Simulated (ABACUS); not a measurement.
Li:

```
Li
1.0
     1.55050    0.89518    7.58830
    -1.55050    0.89518    7.58830
     0.00000   -1.79036    7.58830
Li
3
Direct
  0.77800 0.77800 0.77800
  0.22200 0.22200 0.22200
  0.00000 0.00000 0.00000
```

This isn't the form of Li at room conditions, which is bcc.

| Item | Value |
| --- | --- |
| Program | ABACUS 3.10.1 |
| Task | single point |
| Functional | PBE |
| Potentials or basis | PseudoDojo NC SR 0.4.1 PBE standard |
| Cutoff | 1007 eV |
| Density cutoff | 4027 eV |
| Basis | plane waves |
| k mesh | 10 × 10 × 10 |
| Occupations | fermi-dirac, width 0.05 eV |
| Spin | no spin polarisation |

On this cell: pressure -0.5 GPa; largest force 0.007 eV/Å; band gap on the k mesh none (metal or under the smearing width).

The same run follows on a disturbed copy (atoms moved at random, drawn with an rms of 0.05 Å):

```xyz
3
Lattice="1.5505 0.8952 7.5883 -1.5505 0.8952 7.5883 0.0000 -1.7904 7.5883" Properties=species:S:1:pos:R:3 pbc="T T T"
Li    0.0097    0.0042   17.6570
Li   -0.0361    0.0024    5.0541
Li    0.0019    0.0282   -0.0070
```

Task: What changes?

Result: The energy (extrapolated to zero smearing) moves by +0.4 meV/atom; pressure -0.5 GPa; largest force 0.048 eV/Å; band gap on the k mesh none (metal or under the smearing width).

Forces in eV/Å, atoms in the order of the input:
```
Li  -0.004  0.003  0.048
Li   0.007  0.002 -0.025
Li  -0.003 -0.005 -0.022
```

Stress tensor (GPa, compression positive):
```
-0.39 -0.05  0.00
-0.05 -0.39  0.00
 0.00  0.00 -0.78
```
